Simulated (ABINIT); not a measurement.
**KBr in ABINIT: the effect of functional**

Crystal: KBr.

```
Br K
1.0
     0.00000    3.30000    3.30000
     3.30000    0.00000    3.30000
     3.30000    3.30000    0.00000
Br K
1 1
Cartesian
  3.3000 3.3000 3.3000
  0.0000 0.0000 0.0000
```

Alike in all runs:

```yaml
Program: ABINIT 10.8.3 (patched build)
Task: single point
Potentials_or_basis: SG15 NC PBE v1.2
Cutoff: 381 eV
k_mesh: 6 × 6 × 6
Occupations: fixed
Spin: no spin polarisation
```

```csv
functional,gap on the mesh (eV)
PBE0,?
PBEsol,4.22
HSE06,5.49
```

Problem. What does the run with functional PBE0 give?

Solution. gap on the mesh 6.24 eV.

Caveats: Libxc's HSE differs a little from that of other programs (some runs).

Runs at the PBE level aren't shown here.
